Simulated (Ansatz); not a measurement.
BP under changes of volume

One of the cells (11.682 Å³/atom); the others are scaled copies at fixed shape and fractional positions:

```
CELL_PARAMETERS angstrom
0.00000 2.26900 2.26900
2.26900 0.00000 2.26900
2.26900 2.26900 0.00000
ATOMIC_POSITIONS crystal
P 0.75000 0.75000 0.75000
B 0.00000 0.00000 0.00000
```

```yaml
Program: Ansatz 0.2.0
Functional: HF
Potentials_or_basis: Ansatz PAW
Cutoff: "420 eV (not typed: the program's choice for these potentials)"
k_mesh: 5 × 5 × 5
Occupations: fermi-dirac, width 0.05 eV
Spin: no spin polarisation
```

```tsv
volume (Å³/atom)	energy over the lowest point (meV/atom)	pressure (GPa)	gap on the mesh (eV)
10.981	59.91	19.3	7.88
11.214	35.46	14.4	7.90
11.448	17.76	9.9	7.91
11.682	6.28	5.9	7.92
11.915	?	?	?
12.149	0.00	-1.3	7.95
12.383	4.22	-4.5	7.96
```

Question: What does the run at 11.915 Å³/atom give?

Answer: Energy over the lowest point 0.51 meV/atom; pressure 2.1 GPa; gap on the mesh 7.94 eV.

Worked out: A Birch-Murnaghan fit of order 3 (a polynomial in V^(-2/3)) to the other rows has its minimum at 12.06 Å³/atom with B0 = V·E''(V) = 174 GPa and B' = 3.6. It gives 0.55 meV/atom at 11.915 Å³/atom, against the run's 0.51, and -dE/dV = 2.1 GPa, against 2.1. A straight line through the other rows of the gap, of slope 0.652 eV per unit of ln V, gives 7.94 eV, against the run's 7.94.

Energies are extrapolated to zero smearing.

Caveats: all runs use coarse meshes; odd divisions of the mesh miss points on the zone boundary, where band edges often lie, so the gap on the mesh can be too wide; the PAW data sets come from PBE, with cores solved anew for the run's functional, which leaves a small shift of forces and pressure; the thresholds are loose for stress.

A mesh can miss the band edges.
